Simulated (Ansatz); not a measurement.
**ZnS: experiment and calculation**

**Experimental background.**

From “Photocatalytic Degradation of Rhodamine B Dye and Hydrogen Evolution by Hydrothermally Synthesized NaBH4—Spiked ZnS Nanostructures”, 2022, pmc:9046778, for a bulk crystal of ZnS: lattice constant a 5.409 Å.

From “Electronic, vibrational, and thermodynamic properties of ZnS (zincblende and rocksalt structure)”, 2009, arxiv:0911.5022, for a bulk crystal of ZnS: band gap 3.85 eV (direct) at 19 K; bulk modulus 76.9 GPa.

From a printed reference work, monograph, for a bulk crystal of ZnS: high-frequency dielectric constant 5.14.

How close the calculation comes is told below.

The calculation used DFT r2SCAN, scalar-relativistic, plane waves, PAW (Ansatz).

Settings: cutoff 500 eV, Γ-centred mesh 8×8×8 on the computed 2-atom cell, Gaussian smearing of 0.02 eV; no spin polarisation.

Relaxed structure, symmetry kept:

```
CELL_PARAMETERS angstrom
0.00000 2.69453 2.69453
2.69453 0.00000 2.69453
2.69453 2.69453 0.00000
ATOMIC_POSITIONS crystal
Zn 0.25000 0.25000 0.25000
S 0.00000 0.00000 0.00000
```

```
Space group                                                                                                                                 : F-43m (No. 216)
Volume per atom                                                                                                                             : 19.56 Å³
Formation energy from the elements' standard states (uncorrected)                                                                           : -0.982 eV/atom
Generalised Kohn–Sham band gap                                                                                                              : 2.70 eV, direct at Γ
Löwdin character of the top 1 eV of the valence band                                                                                        : S 3p 87 %, Zn 3d 9 %
Löwdin character of the lowest 1 eV of the conduction band                                                                                  : Zn 4s 57 %, S 3s 26 %, S 3p 12 %, unprojected 5 %
Electron masses at the edge by Cartesian direction of the standard setting (m_e; degenerate bands sorted by energy; no spin-orbit coupling) : x: 0.19; y: 0.19; z: 0.19
Hole masses at the edge by Cartesian direction of the standard setting (m_e; degenerate bands sorted by energy; no spin-orbit coupling)     : x: 0.68, 0.68, 0.21; y: 0.68, 0.68, 0.21; z: 0.68, 0.68, 0.21
Bulk modulus                                                                                                                                : 79 GPa
Its pressure derivative                                                                                                                     : 4.3
Electronic dielectric constant xx, yy, zz of the standard setting (independent particles)                                                   : 5.6, 5.6, 5.6
Bader charges (e)                                                                                                                           : Zn (1 in the cell) 0.96, S (1 in the cell) -0.96
```

Against the measured lattice constant a of ZnS, 5.409 Å (quoted in the paper above), the calculated 5.389 Å is off by -0.4 %. The calculation is for 0 K without zero-point motion. Measured band gap of ZnS: 3.85 eV (direct; 19 K; quoted in the paper above). This calculation gives 2.70 eV (-1.15 eV). Kohn–Sham gaps of semilocal functionals fall short of measured ones as a rule. A measured bulk modulus of ZnS is 76.9 GPa (quoted in the paper above); the calculated 79 GPa misses it by +2.2 %. A measured high-frequency dielectric constant of ZnS is 5.14 (a printed reference work, monograph); the calculated 5.63 misses it by +9.6 %. Local fields are left out.